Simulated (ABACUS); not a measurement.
# PbS (P-6m2) in ABACUS: equation of state

Aim: energy against volume of PbS in PBE, for its equilibrium volume and stiffness.

All numbers are computed with ABACUS 3.10.1; they aren't measurements. Logs are shortened: lines on timing, memory, paths and dates and some standing lists are left out, and cuts for length are marked.

## (1) The structure

Symmetry: P-6m2, No. 187, hexagonal system. The conventional cell has a = 4.090 Å, b = 4.090 Å, c = 3.788 Å, α = 90.00°, β = 90.00°, γ = 120.00°. Around Pb (site symmetry -6m2) lie 6 S at 3.03 Å. S (site symmetry -6m2) has 6 Pb at 3.03 Å as nearest neighbours.

Measurements of this composition are mostly on another form, of space group No. 225.

## (2) Equation of state, PBE, 25.79 Å³/atom (volume scaled by 0.94)

File INPUT:

```
INPUT_PARAMETERS
suffix              PbS
calculation         scf
basis_type          pw
pseudo_dir          ./
symmetry            1
dft_functional      pbe
ecutwfc             63
pseudo_rcut         10
nspin               1
nbands              14
ks_solver           dav
smearing_method     fd
smearing_sigma      0.00367493
scf_thr             1e-08
scf_nmax            100
mixing_type         broyden
mixing_beta         0.7
cal_force           1
cal_stress          1
kpar                4
```

File STRU:

```
ATOMIC_SPECIES
Pb 207.2000 Pb.upf
S 32.0600 S.upf

LATTICE_CONSTANT
1.8897261246

LATTICE_VECTORS
4.0062110427 0.0000000000 0.0000000000
-2.0031055213 3.4694805360 0.0000000000
0.0000000000 0.0000000000 3.7108357707

ATOMIC_POSITIONS
Direct

Pb
0.0
1
0.0000000000 0.0000000000 0.0000000000 1 1 1

S
0.0
1
0.6666666667 0.3333333333 0.5000000000 1 1 1
```

File KPT:

```
K_POINTS
0
Gamma
8 8 7 0 0 0
```

Potentials or basis: PseudoDojo NC SR 0.4.1 PBE standard, plane waves.

The run is started by

```bash
$ OMP_NUM_THREADS=1 mpirun -np 4 abacus > log
```

running log:

```text
ABACUS v3.10.1

               Atomic-orbital Based Ab-initio Computation at UStc

 ------------------------------------------------------------------------------------

 READING GENERAL INFORMATION
                           global_out_dir = OUT.PbS/
                           global_in_card = INPUT
                               pseudo_dir = ./
                              orbital_dir =
                                    DSIZE = 4
                                    GSIZE = 1

 READING UNITCELL INFORMATION
                                    ntype = 2
                  lattice constant (Bohr) = 1.88973
              lattice constant (Angstrom) = 1

 READING ATOM TYPE 1
                               atom label = Pb
                      L=0, number of zeta = 1
                      L=1, number of zeta = 1
                      L=2, number of zeta = 1
             number of atom for this type = 1

 READING ATOM TYPE 2
                               atom label = S
                      L=0, number of zeta = 1
                      L=1, number of zeta = 1
                      L=2, number of zeta = 1
             number of atom for this type = 1

                        TOTAL ATOM NUMBER = 2
DIRECT COORDINATES
    atom                   x                   y                   z     mag                  vx                  vy                  vz
taud_Pb1            0.0000000000        0.0000000000        0.0000000000  0.0000        0.0000000000        0.0000000000        0.0000000000
taud_S1            0.6666666667        0.3333333333        0.5000000000  0.0000        0.0000000000        0.0000000000        0.0000000000

                          Volume (Bohr^3) = 348.07
                             Volume (A^3) = 51.5786

 Lattice vectors: (Cartesian coordinate: in unit of a_0)
             +4.00621                  +0                  +0
             -2.00311            +3.46948                  +0
                   +0                  +0            +3.71084
 Reciprocal vectors: (Cartesian coordinate: in unit of 2 pi/a_0)
            +0.249612           +0.144114                  -0
                   -0           +0.288228                  -0
                   +0                  -0           +0.269481
 The esolver type has been set to : ksdft_pw

                PAO radial cut off (Bohr) = 10

 Read in pseudopotential file is Pb.upf
                     pseudopotential type = NC
          exchange-correlation functional = PBE
                 nonlocal core correction = 1
                        valence electrons = 14
                                     lmax = 2
                           number of zeta = 3
                     number of projectors = 6
                           L of projector = 0
                           L of projector = 0
                           L of projector = 1
                           L of projector = 1
                           L of projector = 2
                           L of projector = 2
                PAO radial cut off (Bohr) = 10

 Read in pseudopotential file is S.upf
                     pseudopotential type = NC
          exchange-correlation functional = PBE
                 nonlocal core correction = 1
                        valence electrons = 6
                                     lmax = 2
                           number of zeta = 2
                     number of projectors = 6
                           L of projector = 0
                           L of projector = 0
                           L of projector = 1
                           L of projector = 1
                           L of projector = 2
                           L of projector = 2
     initial pseudo atomic orbital number = 13

 SETUP THE ELECTRONS NUMBER
            electron number of element Pb = 14
      total electron number of element Pb = 14
             electron number of element S = 6
       total electron number of element S = 6
            AUTOSET number of electrons:  = 20
                           occupied bands = 10
                                   NBANDS = 14
                                   NLOCAL = 18

%%%%%%%%%%%%%%%%%%%%%%%%%%%%%%%%%%%%%%%%%%%%%%%%%%%%%%%%%%%%%%%%%%%%%%%%%%%%%%%%%%%%%%%%%%%%%%%%%%%%%%%%%%
 Warning: the number of valence electrons in pseudopotential > 4 for Pb: [Xe] 4f14 5d10 6s2 6p2
 Pseudopotentials with additional electrons can yield (more) accurate outcomes, but may be less efficient.
 If you're confident that your chosen pseudopotential is appropriate, you can safely ignore this warning.
%%%%%%%%%%%%%%%%%%%%%%%%%%%%%%%%%%%%%%%%%%%%%%%%%%%%%%%%%%%%%%%%%%%%%%%%%%%%%%%%%%%%%%%%%%%%%%%%%%%%%%%%%%

 SETUP THE PLANE WAVE BASIS
 energy cutoff for charge/potential (unit:Ry) = 252
            fft grid for charge/potential = [ 40, 40, 36 ]
                        fft grid division = [ 1, 1, 1 ]
        big fft grid for charge/potential = [ 40, 40, 36 ]
                                     nbxx = 57600
                                     nrxx = 57600
[... 81 lines left out ...]
                       right hand lattice = 1
                        ROTATION MATRICES = 24
                               nkstot_ibz = 40
K-POINTS REDUCTION ACCORDING TO SYMMETRY
     IBZ    DIRECT_X    DIRECT_Y    DIRECT_Z  WEIGHT  ibz2bz
       1  0.00000000  0.00000000  0.00000000  0.0022       0
       2 -0.12500000  0.12500000  0.00000000  0.0134       1
       3 -0.25000000  0.25000000  0.00000000  0.0134       2
       4 -0.37500000  0.37500000  0.00000000  0.0134       3
       5  0.50000000  0.50000000  0.00000000  0.0067       4
       6 -0.12500000  0.25000000  0.00000000  0.0134       9
[... 22 lines left out ...]
      29  0.50000000  0.25000000  0.28571429  0.0268     146
      30  0.37500000  0.37500000  0.28571429  0.0268     147
[... 10 further k points ...]

                               nkstot now = 40
[... K-POINTS DIRECT COORDINATES: 40 rows ...]

           k-point number in this process = 10
       minimum distributed K point number = 10
[... stars of the k points ...]

[... K-POINTS CARTESIAN COORDINATES: 10 rows ...]

[... K-POINTS DIRECT COORDINATES: 10 rows ...]

 SETUP PLANE WAVES FOR WAVE FUNCTIONS
     energy cutoff for wavefunc (unit:Ry) = 63
              fft grid for wave functions = [ 40, 40, 36 ]
                    number of plane waves = 3967
                         number of sticks = 301

 PARALLEL PW FOR WAVE FUNCTIONS
     PROC   COLUMNS(POT)             PW
        1            301           3967
 --------------- sum -------------------
        1            301           3967

 SETUP NONLOCAL PSEUDOPOTENTIALS IN PLANE WAVE BASIS
 Pb non-local projectors:
 projector 1 L=0
 projector 2 L=0
 projector 3 L=1
 projector 4 L=1
 projector 5 L=2
 projector 6 L=2
 S non-local projectors:
 projector 1 L=0
 projector 2 L=0
 projector 3 L=1
 projector 4 L=1
 projector 5 L=2
 projector 6 L=2
      TOTAL NUMBER OF NONLOCAL PROJECTORS = 36

 Init Non-Local PseudoPotential table :
 Init Non-Local-Pseudopotential done.

                                     npwx = 2944

 Make real space PAO into reciprocal space.
       max mesh points in Pseudopotential = 1001
     dq(describe PAO in reciprocal space) = 0.01
                                    max q = 957

 number of pseudo atomic orbitals for Pb is 3
WARNING: norm of atomic wavefunction # 3 of atomic type Pb is 0.999464, renormalized

 number of pseudo atomic orbitals for S is 2
WARNING: norm of atomic wavefunction # 2 of atomic type S is 0.999996, renormalized

 -------------------------------------------
 SELF-CONSISTENT
 -------------------------------------------
                                 init_chg = atomic

 PW ALGORITHM --------------- ION=   1  ELEC=   1--------------------------------
 Notice: Threshold on eigenvalues was too large.
 hsover_error=0.2 > DRHO=0.146919
 Origin diag ethr = 0.01
 New diag ethr = 0.000734593

 Density error is 0.143761551652
                          Error Threshold = 0.000734592821106
----------------------------------------------------------
     Energy           Rydberg                 eV
----------------------------------------------------------
 E_KohnSham     -162.8512192210      -2215.7045076530
 E_Harris       -163.4892998653      -2224.3860401984
 E_Fermi        0.6209696266         8.4487252065
----------------------------------------------------------
[... 75 lines left out ...]
 Density error is 2.46560665934e-09
                          Error Threshold = 2.23905356323e-10
----------------------------------------------------------
     Energy           Rydberg                 eV
----------------------------------------------------------
 E_KohnSham     -162.8980854174      -2216.3421549672
 E_KS(sigma->0) -162.8979902107      -2216.3408596133
 E_Harris       -162.8984014121      -2216.3464542963
 E_band         -3.4822057007        -47.3778391372
 E_one_elec     -36.3391565537       -494.4195896440
 E_Hartree      30.8328677796        419.5026874836
 E_xc           -46.3510657403       -630.6386024407
 E_Ewald        -111.0405404896      -1510.7840596582
 E_entropy(-TS) -0.0001904134        -0.0025907079
 E_descf        0.0000000000         0.0000000000
 E_exx          0.0000000000         0.0000000000
 E_Fermi        0.6424997575         8.7416576653
----------------------------------------------------------

 charge density convergence is achieved
 final etot is -2216.342155 eV
 EFERMI = 8.7416576653 eV

 STATE ENERGY(eV) AND OCCUPATIONS    NSPIN == 1
 1/10 kpoint (Cartesian) = 0.0000 0.0000 0.0000 (2933 pws)
       1       -8.10405     0.00446429
       2       -8.07051     0.00446429
       3       -8.07051     0.00446429
       4       -7.95365     0.00446429
       5       -7.95365     0.00446429
       6       -4.80320     0.00446429
       7        2.51399     0.00446429
       8        6.43305     0.00446429
       9        6.94918     0.00446429
      10        6.94918     0.00446429
      11        12.3111    4.42492e-34
      12        12.3111    4.42492e-34
      13        13.9425    2.98857e-48
      14        15.7141    1.22482e-63
[... 66 lines left out ...]
       1       -8.09080      0.0267857
       2       -8.08354      0.0267857
       3       -8.03987      0.0267857
       4       -7.96977      0.0267857
       5       -7.95784      0.0267857
       6       -4.41297      0.0267857
       7        1.62951      0.0267857
       8        6.24652      0.0267857
       9        6.79870      0.0267857
      10        7.26955      0.0267857
      11        11.1513    3.14738e-23
      12        13.1122    2.92551e-40
      13        14.4233    1.19534e-51
      14        14.6238    2.17041e-53

[... levels at 4 further k points ...]

------------------------------------------------------------------------------------------
 TOTAL-FORCE (eV/Angstrom)
------------------------------------------------------------------------------------------
                       Pb1         0.0000000000         0.0000000000         0.0000000000
                        S1         0.0000000000         0.0000000000         0.0000000000
------------------------------------------------------------------------------------------

----------------------------------------------------------------
 TOTAL-STRESS (KBAR)
----------------------------------------------------------------
        30.0847868874        -0.0000000004         0.0000000000
        -0.0000000004        30.0847868857        -0.0000000000
         0.0000000000        -0.0000000000        44.1479192834
----------------------------------------------------------------
 TOTAL-PRESSURE: 34.772498 KBAR

 --------------------------------------------
 !FINAL_ETOT_IS -2216.3421549672166293 eV
 --------------------------------------------
```

Wall time 5.9 s (4 MPI ranks of Intel Xeon 6975P-C (Granite Rapids), shared host); peak memory 0.32 GiB.

Results:

```yaml
Free_energy: -2216.3422 eV
Pressure: 3.5 GPa
Band_gap_on_the_k_mesh: none (metal or under the smearing width)
```

(Continued in part 2 of 2.)
